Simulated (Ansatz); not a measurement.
MgO in the zincblende structure, relaxed with r2SCAN: space group F-43m (No. 216), cubic; conventional cell a = 4.564 Å, 11.88 Å³ an atom. Mg has 4 O at 1.98 Å; O has 4 Mg at 1.98 Å. One-shot G0W0@PBE in Ansatz 0.2.0 on a 6×6×6 mesh (contour deformation, no spin-orbit coupling), from a PBE gap of 3.657 eV over the mesh points (the G0W0 gap is direct on the mesh); the number N of bands summed and the screening cutoff rise together. Note: simulated data, non-magnetic, for a generated structure that need not be the stable one.

| N | cutoff (eV) | 1000/N | G0W0 gap (eV) |
| --- | --- | --- | --- |
| 61 | 100 | 16.393 | 5.573 |
| 138 | 180 | 7.246 | 5.818 |

Lay a straight line in 1000/N through these rows.
The slope is -0.0268 eV per unit of 1000/N and the intercept 6.012 eV.

Predict the gap at N = 260 (260 eV).
6.012 + (-0.0268) × 3.846 = 5.909 eV; the run gives 5.909 eV, 0.000 eV from the line.

With that run's result added, what limit do the last two rows suggest?
Their slope is (5.909 − 5.818)/(3.846 − 7.246) = -0.0268, which meets 1/N = 0 at 6.01 eV, against 6.012 eV from the first line. The two lines nearly agree; the k mesh isn't extrapolated.
